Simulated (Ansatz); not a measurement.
# MnO: the cost of one run

Method: DFT PBEsol, scalar-relativistic, in Ansatz 0.2.0.

### Step 1. The structure to begin with

The structure is hexagonal, space group P6_3mc (No. 186). Conventional cell: a = 3.372 Å, b = 3.372 Å, c = 5.386 Å, α = 90.00°, β = 90.00°, γ = 120.00°. Mn (site symmetry 3m) has 4 O at 1.96 to 2.08 Å as nearest neighbours. O (site symmetry 3m) has 4 Mn at 1.96 to 2.08 Å as nearest neighbours.

Coordinates:

```cif
data_structure
_symmetry_space_group_name_H-M 'P6_3mc'
_symmetry_Int_Tables_number 186
_cell_length_a 3.3717
_cell_length_b 3.3717
_cell_length_c 5.3855
_cell_angle_alpha 90.000
_cell_angle_beta 90.000
_cell_angle_gamma 120.000
_cell_volume 53.02
loop_
_atom_site_label
_atom_site_type_symbol
_atom_site_symmetry_multiplicity
_atom_site_Wyckoff_symbol
_atom_site_fract_x
_atom_site_fract_y
_atom_site_fract_z
_atom_site_occupancy
Mn1 Mn 2 b 0.33333 0.66667 0.01096 1
O1 O 2 b 0.33333 0.66667 0.37547 1
```

The file gives the conventional cell by its symmetry; the runs use the cell typed in the input.

Atoms are numbered in the order of the input: Mn1, Mn2, O3, O4.

### Step 2. The deformed structure

Space group P6_3mc before, P6_3mc after.

### Step 3. Full-potential LAPW

input.yaml

```yaml
crystal:
  lattice:
    - [3.3042669107, 0.0, 0.0]
    - [-1.6521334553, 2.8615790855, 0.0]
    - [0.0, 0.0, 5.3855]
  atoms:
    - { symbol: Mn, position: [0.3333333333, 0.6666666667, 0.01096], spin: 4.0 }
    - { symbol: Mn, position: [0.6666666667, 0.3333333333, 0.51096], spin: 4.0 }
    - { symbol: O, position: [0.3333333333, 0.6666666667, 0.37547] }
    - { symbol: O, position: [0.6666666667, 0.3333333333, 0.87547] }
magnetization:
  spin_polarized: true
kpoints:
  mp_grid: { grid: [14, 14, 8] }
  band_path:
    path:
      - [0.0, 0.0, 0.0]
      - [0.5, 0.0, 0.0]
      - [0.3333333333, 0.3333333333, 0.0]
      - [0.0, 0.0, 0.0]
      - [0.0, 0.0, 0.5]
      - [0.5, 0.0, 0.5]
      - [0.3333333333, 0.3333333333, 0.5]
      - [0.0, 0.0, 0.5]
      - [0.5, 0.0, 0.5]
    npoints: 5
scf:
  occupations: { method: fermi_dirac, width: 0.05 }
hamiltonian:
  xc: pbesol
  pseudopotentials: { kind: all_electron, lapw: { basis_error: 0.0005 } }
output:
  forces: true
  stress: true
  eigenvalues: true
```

The run is started by

```console
> ansatz run input.yaml --threads 1 --pin off --max-ram 6144MiB --backend cpu --events-out ev --progress --plain --runs-dir out
```

Q: Estimate wall time and peak memory on 1 thread of Intel Xeon 6975P-C (Granite Rapids), shared host.

About 3.8 min, with a peak of 1.3 GiB.
